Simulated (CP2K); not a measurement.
# SnTe under changes of volume

One of the cells (31.281 Å³/atom); the others are scaled copies at fixed shape and fractional positions:

```
Te Sn
1.0
     4.45597    0.00000    0.00000
     2.22799    3.85899    0.00000
     2.22799    1.28633    3.63829
Te Sn
1 1
Direct
  0.50000 0.50000 0.50000
  0.00000 0.00000 0.00000
```

- Program: CP2K 2026.2
- Functional: PBEsol
- Potentials or basis: POTENTIAL_UZH Te GTH-PBE-q6, Sn GTH-PBE-q4; TZVP-MOLOPT-PBE-GTH basis
- Density cutoff: 6123 eV
- k mesh: 7 × 7 × 7
- Occupations: fermi-dirac, width 0.05 eV
- Spin: no spin polarisation

| volume (Å³/atom) | energy over the lowest point (meV/atom) | pressure (GPa) |
| --- | --- | --- |
| 29.404 | ? | ? |
| 30.030 | 29.53 | 4.1 |
| 30.656 | 15.86 | 2.9 |
| 31.281 | 6.68 | 1.8 |
| 31.907 | 1.53 | 0.8 |
| 32.532 | 0.00 | 0.0 |
| 33.158 | 1.74 | -0.8 |

Q: What does the run at 29.404 Å³/atom give?

A: Energy over the lowest point 48.19 meV/atom; pressure 5.5 GPa.

Worked out: A Birch-Murnaghan fit of order 3 (a polynomial in V^(-2/3)) to the other rows has its minimum at 32.50 Å³/atom with B0 = V·E''(V) = 44 GPa and B' = 4.4. It gives 48.20 meV/atom at 29.404 Å³/atom, against the run's 48.19, and -dE/dV = 5.5 GPa, against 5.5.

Energies are extrapolated to zero smearing.

Caveats: the potentials were made for another functional, which shifts forces and pressure; the basis of atomic orbitals isn't converged, which shifts pressures, moduli and gaps.
